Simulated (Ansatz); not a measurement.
P: one atom moved along a line

All numbers below come from DFT PBEsol+D3(BJ), scalar-relativistic, plane waves, PAW in Ansatz 0.2.0. Cutoff 420 eV, Γ-centred 12×12×12 k-points, Gaussian smearing of 0.15 eV. No spin polarisation. Energies are free energies at this smearing, counted from the undisturbed cell; pressure is positive in compression.

Zero of the scan (relaxed at this level; with this scan's settings it stands at -0.1 GPa; this form isn't the usual structure):

```
P
1.0
    -3.39340   -1.95918    2.77752
     3.39340   -1.95918    2.77752
     0.00000    3.91836    2.77752
P
8
Direct
  0.24129 0.24129 0.24129
  0.74129 0.74129 0.24129
  0.74129 0.24129 0.74129
  0.24129 0.74129 0.74129
  0.75871 0.75871 0.75871
  0.25871 0.25871 0.75871
  0.25871 0.75871 0.25871
  0.75871 0.25871 0.25871
```

Atom 1 (P) is moved by x along the Cartesian unit vector (0.000, 0.000, 1.000); the cell and all other atoms stay fixed. The cell is metallic on the mesh throughout.

```
  x (Å)  ΔE (meV/cell) force along x on the moved atoms (eV/Å) pressure (GPa)
-0.2000          129.0                                     1.35             1.7
-0.1000           30.1                                     0.63             0.6
 0.0000            0.0                                    -0.02            -0.1
 0.0500            8.0                                    -0.30            -0.3
 0.1500           63.2                                    -0.79            -0.5
```

Cost: 5 runs of about 1.3 core-minutes in all, on AMD EPYC 9R45 (Zen 5) (shared hosts).